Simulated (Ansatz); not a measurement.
Cu:

```xyz
1
Lattice="0.0000 1.8075 1.8075 1.8075 0.0000 1.8075 1.8075 1.8075 0.0000" Properties=species:S:1:pos:R:3 pbc="T T T"
Cu    0.0000    0.0000    0.0000
```

| Property | Result |
| --- | --- |
| Program | Ansatz 0.2.0 |
| Task | relaxation of cell and atoms |
| Functional | rPW86-PBE |
| Dispersion | rVV10 |
| Potentials or basis | Ansatz PAW |
| Cutoff | 420 eV (not typed: the program's choice for these potentials) |
| k mesh | 13 × 13 × 13 |
| Occupations | fermi-dirac, width 0.05 eV |
| Spin | no spin polarisation |

At the start: volume 11.81 Å³/atom.

**Question.** Where does the relaxation end?

**Answer.** It ends after 5 steps and the volume is 12.12 Å³/atom (+2.6 %); space group Fm-3m (No. 225, to 0.05 Å).

The path:
| step | energy change (eV) | largest force (eV/Å) | volume (Å³) |
| --- | --- | --- | --- |
| 1 | 0.0000 | 0.0000 | 11.81 |
| 2 | -0.0027 | 0.0000 | 11.97 |
| 3 | -0.0034 | 0.0000 | 12.11 |
| 4 | -0.0034 | 0.0000 | 12.12 |
| 5 | -0.0036 | 0.0000 | 12.12 |

Final structure:
```xyz
1
Lattice="0.0000 1.8231 1.8231 1.8231 0.0000 1.8231 1.8231 1.8231 0.0000" Properties=species:S:1:pos:R:3 pbc="T T T"
Cu    0.0000    0.0000    0.0000
```

Caveat: the plane-wave basis is chosen anew once the cell has moved, so the energies of steps on either side of that aren't comparable; the PAW data sets come from PBE, with cores solved anew for the run's functional, which leaves a small shift of forces and pressure.
